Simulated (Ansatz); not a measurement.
# BP: what a guessed cell relaxes into, part 1 of 2

The task: take a trial cell of BP to zero force and stress.

Program: Ansatz 0.2.0. Level of theory: DFT PBE, scalar-relativistic, plane waves, PAW. These are calculated values, not measurements.

1 further run of the same task is left out (it didn't finish).

**1. Starting point**

The structure is cubic, space group Pm-3n (No. 223). The conventional cell has a = 5.373 Å, b = 5.373 Å, c = 5.373 Å, α = 90.00°, β = 90.00°, γ = 90.00°. Around B (site symmetry -4m2) lie 4 P at 1.90 Å. P (site symmetry -4m2) is surrounded by 4 B at 1.90 Å.

Structure file:

```
CELL_PARAMETERS angstrom
5.37260 0.00000 0.00000
0.00000 5.37260 0.00000
0.00000 0.00000 5.37260
ATOMIC_POSITIONS crystal
B 0.75000 0.50000 0.00000
B 0.50000 0.00000 0.75000
B 0.00000 0.75000 0.50000
B 0.00000 0.25000 0.50000
B 0.25000 0.50000 0.00000
B 0.50000 0.00000 0.25000
P 0.50000 0.75000 0.00000
P 0.75000 0.00000 0.50000
P 0.00000 0.50000 0.75000
P 0.25000 0.00000 0.50000
P 0.00000 0.50000 0.25000
P 0.50000 0.25000 0.00000
```

A structure generator made this guess: 4-connected net, two elements alternating (Pm-3n, No. 223). The dimensions are guesses.

**2. Probe: one point on a coarse mesh**

Contents of input.yaml:

```yaml
crystal:
  lattice:
    - [5.37259732, 0.0, 0.0]
    - [0.0, 5.37259732, 0.0]
    - [0.0, 0.0, 5.37259732]
  atoms:
    - { symbol: B, position: [0.75, 0.5, 0.0] }
    - { symbol: B, position: [0.5, 0.0, 0.75] }
    - { symbol: B, position: [0.0, 0.75, 0.5] }
    - { symbol: B, position: [0.0, 0.25, 0.5] }
    - { symbol: B, position: [0.25, 0.5, 0.0] }
    - { symbol: B, position: [0.5, 0.0, 0.25] }
    - { symbol: P, position: [0.5, 0.75, 0.0] }
    - { symbol: P, position: [0.75, 0.0, 0.5] }
    - { symbol: P, position: [0.0, 0.5, 0.75] }
    - { symbol: P, position: [0.25, 0.0, 0.5] }
    - { symbol: P, position: [0.0, 0.5, 0.25] }
    - { symbol: P, position: [0.5, 0.25, 0.0] }
basis:
  ecutwfc: 420
kpoints:
  mp_grid: { grid: [4, 4, 4] }
hamiltonian:
  xc: pbe
scf:
  occupations: { method: gaussian, width: 0.1 }
  lower_state_search: "off"
output:
  forces: true
  stress: true
  eigenvalues: true
```

Started as:

```sh
> ansatz run input.yaml --threads 1 --pin off --max-ram 2048MiB --backend cpu --events-out ev --progress --plain --runs-dir out
```

Standard output, shortened:

```text
Warning: RAYON_NUM_THREADS=1 ignored (pool sized by the plan → 1); use --threads N
[...]
Pseudopotentials: kind: paw
Pseudopotential: B, paw, valence charge 3, recommended cutoff 420 eV (normal), B.paw.azcp
Pseudopotential: P, paw, valence charge 5, recommended cutoff 420 eV (normal), P.paw.azcp
Functional definition: PBE
[...]
Crystal: 12 atoms, lattice volume = 155.079 Å³
Basis set: ecut = 420 eV, 2969 PW (Γ), exchange–correlation on 72×72×72 points (8 copies of the dense FFT grid, shifted against one another)
Bands: 36, of which v1, the nominal top of the filled ones, is band 24 counted from 1 (23 counted from 0)
Symmetry: 48 space group operations
Space group: Pm-3n (ITA 223), of the structure as read, at distance tolerance 5.4e-5 Å
k-points: 10 of 64
[...]
SCF iter   1: F=—  HF=-5470.172811 eV  |F-HF|=—  |Δ(HF+E_count)|=         —  Δρ=4.95e-3  dr2=5.35e-2  ethr=1.77e-3  ⟨swp⟩=9.1  Hψ=2182  notcnv=0  defer=2
[...]
SCF iter   7: F=-5470.170013 eV  HF=-5470.170013 eV  |F-HF|=9.89e-9  |Δ(HF+E_count)|=   2.64e-7  Δρ=1.11e-6  dr2=1.21e-9  ethr=1.44e-10  ⟨swp⟩=3.3  Hψ=1242  notcnv=0
[...]
SCF converged after 7 iterations
Free energy (F): -5470.170013 eV
[...]
E sigma→0 (E₀):  -5470.169993 eV
Entropy (-TS):   -0.000041 eV (-0.003 meV/atom)
Fermi energy:    8.337476 eV
[...]
--- Forces (eV/Å), atoms counted from 1 ---
  atom   1  B     -0.00000000    -0.00000000     0.00000000
  atom   2  B     -0.00000000    -0.00000000     0.00000000
  atom   3  B     -0.00000000     0.00000000     0.00000000
  atom   4  B      0.00000000     0.00000000     0.00000000
  atom   5  B      0.00000000     0.00000000     0.00000000
  atom   6  B     -0.00000000    -0.00000000     0.00000000
  atom   7  P      0.00000000     0.00000000     0.00000000
  atom   8  P      0.00000000     0.00000000     0.00000000
[...]
--- Stress (GPa, compression-positive) ---
       18.618017      -0.000000       0.000000
        0.000000      18.618017       0.000000
        0.000000       0.000000      18.618017
  P = ⅓ Tr σ = 18.6180 GPa (186.180 kbar)
--- Band table (eV; the first three rows and the last of 10) ---
[...]
```

Wall time 3.5 s (1 thread of Intel Xeon Platinum 8488C (Sapphire Rapids), shared host); peak memory 0.4 GiB.

The probe gives pressure 18.6 GPa, largest force 0.00 eV/Å, gap on this mesh 0.46 eV. A cheap, loose relaxation comes first.

**3. A loose first relaxation**

Changes to input.yaml since step 2:

```diff
@@ -31 +31,6 @@
   eigenvalues: true
+relax:
+  adjacent_minimum: "off"
+  f_tol: 0.04
+  max_steps: 70
+  cell: { stress_tol: 0.4 }
```

Started as:

```sh
> ansatz run input.yaml --threads 1 --pin off --max-ram 2048MiB --backend cpu --events-out ev --progress --plain --runs-dir out
```

Standard output:

```text
Warning: RAYON_NUM_THREADS=1 ignored (pool sized by the plan → 1); use --threads N
Engine: ansatz 0.2.0, x86_64-unknown-linux-gnu
Pseudopotentials: kind: paw
Pseudopotential: B, paw, valence charge 3, recommended cutoff 420 eV (normal), B.paw.azcp
Pseudopotential: P, paw, valence charge 5, recommended cutoff 420 eV (normal), P.paw.azcp
Functional definition: PBE
  parameter kappa = 0.804
  parameter beta = 0.06672455060314922
  exchange = pbe_x(kappa = kappa, mu = beta*pi^2/3)
  correlation = pbe_c(beta = beta)
Crystal: 12 atoms, lattice volume = 155.079 Å³
Basis set: ecut = 420 eV, 2969 PW (Γ), exchange–correlation on 72×72×72 points (8 copies of the dense FFT grid, shifted against one another)
Bands: 36, of which v1, the nominal top of the filled ones, is band 24 counted from 1 (23 counted from 0)
Symmetry: 48 space group operations
Space group: Pm-3n (ITA 223), of the structure as read, at distance tolerance 5.4e-5 Å
k-points: 10 of 64
Non-local potential: B, projectors of the file, l = 0: 2, l = 1: 2, l = 2: 1
Non-local potential: P, projectors of the file, l = 0: 2, l = 1: 2, l = 2: 2
PAW form: soft (Blöchl's): semilocal exchange-correlation on the pseudo side does not see the compensation charge
PAW one-centre angular grid: B, 110 points (default); XC on 64 Gauss nodes
PAW one-centre angular grid: P, 110 points (default); XC on 64 Gauss nodes
Initial density: superposition of atomic densities (neutral atoms: chi_scale 0, normalization atom), corrected by the library's trained network
Initial wavefunctions: pseudopotential atomic-orbital guess
Functional: x = pbe(κ = 0.804, μ = 0.2195149727645171), c = pbe(β = 0.06672455060314922)
SCF iter   1: F=—  HF=-5470.172811 eV  |F-HF|=—  |Δ(HF+E_count)|=         —  Δρ=4.95e-3  dr2=5.35e-2  ethr=1.77e-3  ⟨swp⟩=9.1  Hψ=2182  notcnv=0  defer=2
preconditioner: auto → Resta (q_TF=auto, 2.244 Å⁻¹)  ε∞=4.7  [insulator: Δε(μ)=0.493 eV  Ē_g=10.782 eV  σ=0.100 eV  W_gap=1.00  n_scr=26 (ndim 8)  ℏωp=20.7 eV  f_vac=0.044  D(μ)=0.00/eV (n_scr^D=0)  ε∞_Penn≈4.7]
SCF iter   2: F=—  HF=-5470.167220 eV  |F-HF|=—  |Δ(HF+E_count)|=   5.59e-3  Δρ=2.56e-3  dr2=1.70e-2  ethr=1.12e-4  ⟨swp⟩=2.2  Hψ=541  notcnv=0  defer=2
SCF iter   3: F=—  HF=-5470.168239 eV  |F-HF|=—  |Δ(HF+E_count)|=   1.02e-3  Δρ=6.54e-4  dr2=1.66e-3  ethr=3.55e-5  ⟨swp⟩=2.2  Hψ=544  notcnv=0  defer=2
SCF iter   4: F=—  HF=-5470.169732 eV  |F-HF|=—  |Δ(HF+E_count)|=   1.49e-3  Δρ=2.16e-4  dr2=1.19e-4  ethr=3.46e-6  ⟨swp⟩=2.5  Hψ=517  notcnv=0  defer=2
SCF iter   5: F=—  HF=-5470.170008 eV  |F-HF|=—  |Δ(HF+E_count)|=   2.77e-4  Δρ=3.58e-5  dr2=1.97e-6  ethr=2.47e-7  ⟨swp⟩=2.2  Hψ=531  notcnv=0  defer=2
SCF iter   6: F=—  HF=-5470.170013 eV  |F-HF|=—  |Δ(HF+E_count)|=   4.30e-6  Δρ=6.75e-6  dr2=6.88e-8  ethr=2.08e-10  ⟨swp⟩=11.6  Hψ=2334  notcnv=0
SCF iter   7: F=-5470.170013 eV  HF=-5470.170013 eV  |F-HF|=9.90e-9  |Δ(HF+E_count)|=   2.64e-7  Δρ=1.11e-6  dr2=1.22e-9  ethr=1.43e-10  ⟨swp⟩=3.6  Hψ=1312  notcnv=0
SCF 1 converged in 7 iterations: F = -5470.170013 eV  dr2 = 1.22e-9
relax step   1: F+E_penalty+E_count = -5470.17001294 eV  Δ(F+E_penalty+E_count) = +0.000e0 eV  max|allowed force component| = 9.625e-18 eV/Å  Δτ_max = 0.0000 Å  P = +18.618 GPa  Ω = 155.079 Å³  (7 SCF iters, dr2 threshold 1.00e-7 eV, accepted)
Crystal: 12 atoms, lattice volume = 164.154 Å³
Basis set: ecut = 420 eV, 3191 PW (Γ), exchange–correlation on 72×72×72 points (8 copies of the dense FFT grid, shifted against one another)
Initial density: handed on by an earlier stage of this run
Initial wavefunctions: those handed on with the density
iter 1 solved again at ethr=5.36e-4 eV; its pass at ethr=3.10e-3 eV (dr2=2.57e-1 eV) is discarded
SCF iter   1: F=—  HF=-5471.019999 eV  |F-HF|=—  |Δ(HF+E_count)|=         —  Δρ=1.02e-2  dr2=2.60e-1  ethr=5.36e-4  ⟨swp⟩=1.8  Hψ=2017  notcnv=0
preconditioner: auto → Resta (q_TF=auto, 2.223 Å⁻¹)  ε∞=4.7  [insulator: Δε(μ)=0.435 eV  Ē_g=10.448 eV  σ=0.100 eV  W_gap=1.00  n_scr=26 (ndim 8)  ℏωp=20.1 eV  f_vac=0.081  D(μ)=0.01/eV (n_scr^D=0)  ε∞_Penn≈4.7]
SCF iter   2: F=—  HF=-5470.945883 eV  |F-HF|=—  |Δ(HF+E_count)|=   7.41e-2  Δρ=3.92e-3  dr2=4.88e-2  ethr=5.36e-4  ⟨swp⟩=2.8  Hψ=633  notcnv=0
SCF iter   3: F=—  HF=-5470.930107 eV  |F-HF|=—  |Δ(HF+E_count)|=   1.58e-2  Δρ=1.09e-3  dr2=5.36e-3  ethr=1.02e-4  ⟨swp⟩=2.6  Hψ=603  notcnv=0
SCF iter   4: F=—  HF=-5470.928521 eV  |F-HF|=—  |Δ(HF+E_count)|=   1.59e-3  Δρ=3.19e-4  dr2=3.19e-4  ethr=1.12e-5  ⟨swp⟩=2.5  Hψ=597  notcnv=0
SCF iter   5: F=—  HF=-5470.928610 eV  |F-HF|=—  |Δ(HF+E_count)|=   8.86e-5  Δρ=5.83e-5  dr2=6.89e-6  ethr=6.66e-7  ⟨swp⟩=2.6  Hψ=606  notcnv=0
SCF iter   6: F=-5470.928624 eV  HF=-5470.928624 eV  |F-HF|=4.72e-7  |Δ(HF+E_count)|=   1.42e-5  Δρ=8.28e-6  dr2=7.84e-8  ethr=2.50e-9  ⟨swp⟩=9.8  Hψ=1912  notcnv=0
SCF 2 converged in 6 iterations: F = -5470.928624 eV  dr2 = 7.84e-8
relax step   2: F+E_penalty+E_count = -5470.92862426 eV  Δ(F+E_penalty+E_count) = -7.586e-1 eV  max|allowed force component| = 5.137e-17 eV/Å  Δτ_max = 0.0000 Å  P = +8.808 GPa  Ω = 164.154 Å³  energy of the carried Pulay correction = -6.678e-3 eV  (6 SCF iters, dr2 threshold 1.20e-6 eV, accepted)
Crystal: 12 atoms, lattice volume = 173.252 Å³
Basis set: ecut = 420 eV, 3407 PW (Γ), exchange–correlation on 72×72×72 points (8 copies of the dense FFT grid, shifted against one another)
iter 1 solved again at ethr=4.45e-4 eV; its pass at ethr=3.10e-3 eV (dr2=2.14e-1 eV) is discarded
SCF iter   1: F=—  HF=-5471.270981 eV  |F-HF|=—  |Δ(HF+E_count)|=         —  Δρ=9.03e-3  dr2=2.17e-1  ethr=4.45e-4  ⟨swp⟩=1.6  Hψ=2048  notcnv=0
preconditioner: auto → Resta (q_TF=auto, 2.203 Å⁻¹)  ε∞=4.7  [insulator: Δε(μ)=0.545 eV  Ē_g=10.192 eV  σ=0.100 eV  W_gap=1.00  n_scr=26 (ndim 8)  ℏωp=19.5 eV  f_vac=0.083  D(μ)=0.00/eV (n_scr^D=0)  ε∞_Penn≈4.7]
SCF iter   2: F=—  HF=-5471.209311 eV  |F-HF|=—  |Δ(HF+E_count)|=   6.17e-2  Δρ=3.40e-3  dr2=3.95e-2  ethr=4.45e-4  ⟨swp⟩=2.7  Hψ=619  notcnv=0
SCF iter   3: F=—  HF=-5471.196663 eV  |F-HF|=—  |Δ(HF+E_count)|=   1.26e-2  Δρ=9.86e-4  dr2=4.80e-3  ethr=8.23e-5  ⟨swp⟩=2.2  Hψ=598  notcnv=0
SCF iter   4: F=—  HF=-5471.195140 eV  |F-HF|=—  |Δ(HF+E_count)|=   1.52e-3  Δρ=2.91e-4  dr2=2.92e-4  ethr=1.00e-5  ⟨swp⟩=2.5  Hψ=602  notcnv=0
SCF iter   5: F=—  HF=-5471.195286 eV  |F-HF|=—  |Δ(HF+E_count)|=   1.46e-4  Δρ=5.37e-5  dr2=6.35e-6  ethr=6.09e-7  ⟨swp⟩=2.6  Hψ=612  notcnv=0
SCF iter   6: F=-5471.195296 eV  HF=-5471.195296 eV  |F-HF|=3.84e-7  |Δ(HF+E_count)|=   9.55e-6  Δρ=7.91e-6  dr2=7.61e-8  ethr=2.50e-9  ⟨swp⟩=9.8  Hψ=1841  notcnv=0
SCF 3 converged in 6 iterations: F = -5471.195296 eV  dr2 = 7.61e-8
relax step   3: F+E_penalty+E_count = -5471.19529595 eV  Δ(F+E_penalty+E_count) = -2.667e-1 eV  max|allowed force component| = 1.479e-17 eV/Å  Δτ_max = 0.0000 Å  P = +1.120 GPa  Ω = 173.252 Å³  energy of the carried Pulay correction = -1.300e-2 eV  (6 SCF iters, dr2 threshold 1.20e-6 eV, accepted)
Crystal: 12 atoms, lattice volume = 174.662 Å³
iter 1 solved again at ethr=9.21e-6 eV; its pass at ethr=3.10e-3 eV (dr2=4.42e-3 eV) is discarded
SCF iter   1: F=—  HF=-5471.200992 eV  |F-HF|=—  |Δ(HF+E_count)|=         —  Δρ=1.29e-3  dr2=4.42e-3  ethr=9.21e-6  ⟨swp⟩=2.2  Hψ=1720  notcnv=0
preconditioner: auto → Resta (q_TF=auto, 2.200 Å⁻¹)  ε∞=4.7  [insulator: Δε(μ)=0.651 eV  Ē_g=10.183 eV  σ=0.100 eV  W_gap=1.00  n_scr=26 (ndim 8)  ℏωp=19.5 eV  f_vac=0.071  D(μ)=0.00/eV (n_scr^D=0)  ε∞_Penn≈4.7]
SCF iter   2: F=—  HF=-5471.199713 eV  |F-HF|=—  |Δ(HF+E_count)|=   1.28e-3  Δρ=4.94e-4  dr2=8.24e-4  ethr=9.21e-6  ⟨swp⟩=2.3  Hψ=569  notcnv=0
SCF iter   3: F=—  HF=-5471.199638 eV  |F-HF|=—  |Δ(HF+E_count)|=   7.51e-5  Δρ=1.37e-4  dr2=9.24e-5  ethr=1.72e-6  ⟨swp⟩=2.5  Hψ=605  notcnv=0
SCF iter   4: F=—  HF=-5471.199630 eV  |F-HF|=—  |Δ(HF+E_count)|=   8.24e-6  Δρ=3.94e-5  dr2=5.80e-6  ethr=1.92e-7  ⟨swp⟩=2.0  Hψ=599  notcnv=0
SCF iter   5: F=-5471.199634 eV  HF=-5471.199633 eV  |F-HF|=2.48e-7  |Δ(HF+E_count)|=   3.53e-6  Δρ=8.13e-6  dr2=1.49e-7  ethr=2.50e-9  ⟨swp⟩=8.6  Hψ=1754  notcnv=0
SCF 4 converged in 5 iterations: F = -5471.199634 eV  dr2 = 1.49e-7
relax step   4: F+E_penalty+E_count = -5471.19963366 eV  Δ(F+E_penalty+E_count) = -4.338e-3 eV  max|allowed force component| = 3.021e-17 eV/Å  Δτ_max = 0.0000 Å  P = +0.087 GPa  Ω = 174.662 Å³  energy of the carried Pulay correction = -1.395e-2 eV  (5 SCF iters, dr2 threshold 1.20e-6 eV, accepted)
Basis set: ecut = 420 eV, 3407 PW (Γ), exchange–correlation on 80×80×80 points (8 copies of the dense FFT grid, shifted against one another)
Initial wavefunctions: pseudopotential atomic-orbital guess (no wavefunctions were taken with the density)
iter 1 solved again at ethr=2.61e-7 eV; its pass at ethr=3.10e-3 eV (dr2=1.25e-4 eV) is discarded
SCF iter   1: F=—  HF=-5471.222985 eV  |F-HF|=—  |Δ(HF+E_count)|=         —  Δρ=2.71e-4  dr2=1.46e-5  ethr=2.61e-7  ⟨swp⟩=4.0  Hψ=3170  notcnv=0
preconditioner: auto → Resta (q_TF=auto, 2.200 Å⁻¹)  ε∞=4.7  [insulator: Δε(μ)=0.666 eV  Ē_g=10.188 eV  σ=0.100 eV  W_gap=1.00  n_scr=26 (ndim 8)  ℏωp=19.5 eV  f_vac=0.070  D(μ)=0.00/eV (n_scr^D=0)  ε∞_Penn≈4.7]
SCF iter   2: F=—  HF=-5471.223044 eV  |F-HF|=—  |Δ(HF+E_count)|=   5.89e-5  Δρ=1.45e-4  dr2=3.84e-6  ethr=3.05e-8  ⟨swp⟩=2.7  Hψ=587  notcnv=0
SCF iter   3: F=—  HF=-5471.223078 eV  |F-HF|=—  |Δ(HF+E_count)|=   3.39e-5  Δρ=1.67e-5  dr2=7.03e-8  ethr=8.01e-9  ⟨swp⟩=2.0  Hψ=596  notcnv=0
SCF iter   4: F=-5471.223078 eV  HF=-5471.223078 eV  |F-HF|=4.55e-9  |Δ(HF+E_count)|=   4.33e-7  Δρ=1.27e-6  dr2=1.81e-9  ethr=1.60e-11  ⟨swp⟩=10.0  Hψ=1879  notcnv=0
SCF 5 converged in 4 iterations: F = -5471.223078 eV  dr2 = 1.81e-9
relax step   5: F+E_penalty+E_count = -5471.22307820 eV  Δ(F+E_penalty+E_count) = -2.344e-2 eV  max|allowed force component| = 3.787e-17 eV/Å  Δτ_max = 0.0000 Å  P = +0.254 GPa  Ω = 174.662 Å³  stress off target by 2.54e-1 GPa  SCF on the basis re-selected at this cell (its energy is not comparable with the rows above)  (4 SCF iters)
basis re-selected at this cell: Δ(F+E_penalty+E_count) = -2.344e-2 eV, ΔP = +0.166 GPa vs the last step (what re-selecting the basis moved, of the pressure what is left beyond the Pulay correction that the steps carried, after the strain that the cell walked since its last selection, with what the two solves' SCF thresholds leave and, on support functions, any second-order correction that the steps lacked; it is no measure of the basis error at this ecutwfc). The dense FFT grid was sized anew with the basis: this SCF ran on 40×40×40 points, the steps before it on 36×36×36, so part of this shift can come from that change (see relax.cell in the input reference). This SCF's stress stands 2.54e-1 GPa from its target on what of the cell is left free (relax.cell.stress_tol is 4.00e-1 GPa) and its largest allowed force component is 3.79e-17 eV/Å (relax.f_tol is 4.00e-2 eV/Å): within both
SCF converged after 4 iterations
Free energy (F): -5471.223078 eV
Harris-Foulkes:  -5471.223078 eV  (|F-HF|=4.55e-9)
Internal energy: -5471.223078 eV  (E = F + TS)
E sigma→0 (E₀):  -5471.223078 eV
Entropy (-TS):   -0.000000 eV (-0.000 meV/atom)
Fermi energy:    6.981128 eV
--- Per-component energies (eV) ---
  E_band       = 16.645221
  E_kinetic    = 724.048994
  E_local      = -852.063992  (includes V_loc(G=0)·N_el)
  E_nonlocal   = 270.798310
  E_hartree    = 266.482552
  E_xc         = -565.466374
  E_vxc        = -598.003503  (∫ρ·V_xc dr)
  E_paw        = -3887.597244  (= ΣΔE_a)
  E_vpaw       = -61.100408  (= ΣTr[D̂ρ^β])
  E_aug_tail   = 0.000001  (compensation charges beyond the density's cutoff)
  E_ewald      = -1427.425327
  E_smearing   = -0.000000  (= −TS)
  E_closure    = -0.000000  (closes the sum)
  Σ components = -5471.223078   (vs F -5471.223078, Δ=0.00e0)
--- Forces (eV/Å), atoms counted from 1 ---
  atom   1  B     -0.00000000    -0.00000000    -0.00000000
  atom   2  B     -0.00000000    -0.00000000     0.00000000
  atom   3  B      0.00000000    -0.00000000    -0.00000000
  atom   4  B     -0.00000000    -0.00000000     0.00000000
  atom   5  B      0.00000000     0.00000000     0.00000000
  atom   6  B      0.00000000     0.00000000    -0.00000000
  atom   7  P     -0.00000000     0.00000000     0.00000000
  atom   8  P     -0.00000000    -0.00000000    -0.00000000
  atom   9  P     -0.00000000     0.00000000    -0.00000000
  atom  10  P      0.00000000     0.00000000     0.00000000
  atom  11  P      0.00000000    -0.00000000     0.00000000
  atom  12  P      0.00000000    -0.00000000    -0.00000000
  max |Σ_I F_I| component: 3.12e-17 eV/Å
--- Stress (GPa, compression-positive) ---
        0.253571       0.000000      -0.000000
        0.000000       0.253571      -0.000000
       -0.000000      -0.000000       0.253571
  P = ⅓ Tr σ = 0.2536 GPa (2.536 kbar)
--- Band table (eV; the first three rows and the last of 10) ---
  k-point 0: bands = ["-8.2514", "-6.2567", "-6.2567", "-3.4710", "-3.4710", "-3.4710", "-2.2261", "-2.2261", "-1.0850", "-0.9535", "-0.9535", "-0.9535", "2.6155", "2.6155", "2.6155", "3.6695", "3.6695", "3.6695", "4.0728", "4.0728", "4.0728", "6.6532", "6.6532", "6.6532", "7.9185", "7.9185", "7.9185", "9.4645", "9.4645", "9.4645", "10.2827", "10.4114", "11.8213", "11.8213", "12.1142", "13.2269"]
  k-point 1: bands = ["-8.0429", "-6.6852", "-6.0214", "-4.2754", "-3.4006", "-3.4006", "-2.2844", "-2.2437", "-1.0930", "-1.0930", "-0.3463", "0.4218", "2.4371", "2.4371", "2.7857", "3.0146", "3.5304", "3.5304", "3.8000", "4.4662", "4.4662", "5.2813", "6.4281", "6.4281", "7.4806", "8.1787", "8.8493", "8.8493", "9.6770", "9.6770", "11.0395", "11.3937", "11.9364", "12.5298", "12.5298", "12.7810"]
  k-point 2: bands = ["-7.4591", "-7.4591", "-5.3313", "-5.3313", "-3.3217", "-3.3217", "-2.2846", "-2.2846", "-1.2445", "-1.2445", "1.3998", "1.3998", "2.6480", "2.6480", "2.7659", "2.7659", "2.8437", "2.8437", "3.2446", "3.2446", "5.4852", "5.4852", "5.8294", "5.8294", "7.3190", "7.3190", "9.9198", "9.9198", "10.1939", "10.1939", "11.9562", "11.9562", "12.0113", "12.0113", "12.3072", "12.3072"]
  k-point 9: bands = ["-6.0343", "-6.0343", "-6.0343", "-6.0343", "-6.0343", "-6.0343", "0.1160", "0.1160", "1.4348", "1.4348", "1.4348", "1.4348", "1.4348", "1.4348", "2.7584", "2.7584", "2.7584", "2.7584", "2.7584", "2.7584", "4.0300", "4.0300", "4.0300", "4.0300", "10.0297", "10.0297", "10.0297", "10.0297", "10.0297", "10.0297", "11.2047", "11.2047", "11.2047", "11.2047", "12.4197", "12.4197"]
--- Relaxed structure (4 steps of the walk, 4 accepted, 1 SCFs on fresh bases) ---
  F+E_penalty+E_count = -5471.22307820 eV   max|allowed force component| = 3.787e-17 eV/Å   (the final SCF, on the basis selected at the relaxed cell)
  cell:  # Å, volume = 174.6623 Å³
    - [5.589844382900308, 1.0271626370065259e-33, -1.2839532962581572e-34]
    - [-1.1555579666323415e-33, 5.589844382900308, 0.0]
    - [-5.135813185032629e-34, 0.0, 5.589844382900308]
  atoms:
    - { symbol: B, position: [0.7499999999999999, 0.5, 1.226649074166994e-34] }
    - { symbol: B, position: [0.5, 1.9337780751485116e-35, 0.7499999999999999] }
    - { symbol: B, position: [-1.3343153805246246e-34, 0.7499999999999999, 0.5] }
    - { symbol: B, position: [5.775394930628973e-35, 0.25, 0.5] }
    - { symbol: B, position: [0.25, 0.5, 1.226649074166994e-34] }
    - { symbol: B, position: [0.5, 8.508915256555801e-36, 0.25] }
    - { symbol: P, position: [0.5, 0.7499999999999999, 1.1370308769675787e-34] }
    - { symbol: P, position: [0.7499999999999999, 1.3434780049073449e-34, 0.5] }
    - { symbol: P, position: [8.015849860614348e-35, 0.5, 0.7499999999999999] }
    - { symbol: P, position: [0.25, -2.696495446821267e-35, 0.5] }
    - { symbol: P, position: [1.3990396340575355e-34, 0.5, 0.25] }
    - { symbol: P, position: [0.5, 0.25, 1.0474126797681637e-34] }
```

It took 20 s on 1 thread of Intel Xeon Platinum 8488C (Sapphire Rapids), shared host; peak memory 0.43 GiB.

Step by step:

| step | energy from step 1 (eV/cell) | largest force component (eV/Å) | pressure (GPa) | volume (Å³) |
| --- | --- | --- | --- | --- |
| 1 | 0.0000 | 0.0000 | 18.62 | 155.08 |
| 2 | -0.7586 | 0.0000 | 8.81 | 164.15 |
| 3 | -1.0253 | 0.0000 | 1.12 | 173.25 |
| 4 | -1.0296 | 0.0000 | 0.09 | 174.66 |
| 5 | -1.0531 | 0.0000 | 0.25 | 174.66 |

Step 1 is the start. Step 5 repeats the geometry before it on a plane-wave basis chosen anew for that cell, so its energy need not be comparable with the rows above.

|  | before | after | change |
| --- | --- | --- | --- |
| a (Å) | 5.373 | 5.590 | +4.0 % |
| b (Å) | 5.373 | 5.590 | +4.0 % |
| c (Å) | 5.373 | 5.590 | +4.0 % |
| volume (Å³/atom) | 12.92 | 14.56 | +12.6 % |
| shortest distance (Å) | 1.899 | 1.976 | +4.0 % |
| space group (0.01 Å) | Pm-3n | Pm-3n | same |

Forces and stress were held to the start's 48 operations: a distortion of lower symmetry was not tested.

(Continued in part 2 of 2.)
